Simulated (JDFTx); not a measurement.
Wanted: the native input for a JDFTx 1.7.0 (patched build) run.

```yaml
Task: single point
Functional: PBE
Potentials_or_basis: PseudoDojo-SR-PBE-0.5-standard with smoothed tails
Cutoff: 1306 eV
Density_cutoff: 10449 eV
k_mesh: 10 × 10 × 10
Occupations: fermi-dirac, width 0.05 eV
Spin: collinear spin, ferromagnetic start
Starting_moments: "[4.0, 0.0] μB"
Local_potential_set_to_-Z/r_beyond: 6 bohr
Density_cutoff_over_wavefunction_cutoff: 8
Max_SCF_steps: 100
SCF_threshold_on_the_energy: 1e-09 Ha
Solver_of_the_electrons: scf
Further_solve_for_the_empty_bands: yes
```

MnO:

```
Mn O
1.0
     0.00000    2.22391    2.22391
     2.22391    0.00000    2.22391
     2.22391    2.22391    0.00000
Mn O
1 1
Cartesian
  0.0000 0.0000 0.0000
  2.2239 2.2239 2.2239
```

The cell is a database's computed one.

One way to write it, as run:

MnO.in

```
include MnO.lattice
coords-type Lattice
include MnO.ionpos

ion-species pseudo/Mn.upf
ion-species pseudo/O.upf
elec-cutoff 48 384
elec-ex-corr gga-PBE
kpoint-folding 10 10 10
elec-smearing Fermi 0.0018374661
elec-n-bands 19
spintype z-spin
initial-magnetic-moments Mn 4
elec-initial-magnetization 4 no
electronic-SCF nIterations 100 energyDiffThreshold 1e-09
electronic-minimize nIterations 30 energyDiffThreshold 1e-7
converge-empty-states yes
forces-output-coords Cartesian

dump-name run.$VAR
dump End Ecomponents EigStats BandEigs Kpoints Forces Stress ElecDensity Dtot
```

MnO.lattice

```
lattice \
    0.0000000000     4.2025764847     4.2025764847 \
    4.2025764847     0.0000000000     4.2025764847 \
    4.2025764847     4.2025764847     0.0000000000
```

MnO.ionpos

```
ion Mn     0.0000000000     0.0000000000     0.0000000000 1
ion O      0.5000000000     0.5000000000     0.5000000000 1
```

Potentials or basis: PseudoDojo-SR-PBE-0.5-standard with smoothed tails.

Run with:

```sh
$ jdftx -c 1 -i MnO.in -o MnO.out
```

Results of the run:

* Pressure: 0.5 GPa
* Band gap on the k mesh: none (metal or under the smearing width)
* Net moment: 4.83 μB per cell
* Absolute moment: 4.83 μB per cell
* Site moments: Mn +4.55; O +0.27 μB
* Loewdin charges: Mn +1.17; O -1.05 e

Caveat: the atomic charges don't sum to the cell's charge; a cell with one magnetic atom can't hold antiferromagnetic order, which such compounds often take; semilocal functionals often make such compounds metallic where correlation or magnetic order opens a gap, which also shifts bond lengths.

It took 4.5 min on 1 thread of Intel(R) Xeon(R) Platinum 8259CL CPU @ 2.50GHz (Skylake/Cascade Lake) (shared host), peak memory 0.22 GiB.
